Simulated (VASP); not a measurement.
MnAs, 4 atoms in the cell. Symmetry: Fm-3m, No. 225, cubic system. The conventional cell has a = 5.271 Å, b = 5.271 Å, c = 5.271 Å, α = 90.00°, β = 90.00°, γ = 90.00°. Mn (site symmetry m-3m) has 6 As at 2.64 Å as nearest neighbours. As (site symmetry m-3m) is surrounded by 6 Mn at 2.64 Å. The cell was built by a generator and needn't be a form met in nature.

```yaml
Program: VASP 6.6.1
Task: single point
Functional: PBEsol
Potentials_or_basis: VASP PAW PBE potentials, release 64 (Mn_pv, As)
Cutoff: 520 eV
k_mesh: 6 × 6 × 6, shifted
Occupations: gaussian, width 0.0544 eV
Spin: collinear spin, typed start
Starting_moments: "[4.1, 4.1, 0.0, 0.0] μB"
Hubbard_terms: Mn d U = 2.54 eV
Dipole_correction: no
Further_INCAR_settings: ALGO = Fast; EDIFF = 1e-06; NBANDS = 30
```

Potentials or basis: VASP PAW PBE potentials, release 64 (Mn_pv, As).

Launch:

```console
$ cat potpaw_PBE.64/Mn_pv/POTCAR potpaw_PBE.64/As/POTCAR > POTCAR
$ mpirun -np 1 vasp_std > vasp.out
```

Hardware: 1 thread of Intel(R) Xeon(R) Platinum 8559C (Emerald Rapids) (shared host).

**Question.** Estimate the wall time of this run.

**Answer.** It took 3.3 min on 1 thread of Intel(R) Xeon(R) Platinum 8559C (Emerald Rapids), on a shared host, peak memory 0.44 GiB. Counts: scf iterations 16, k points 28.
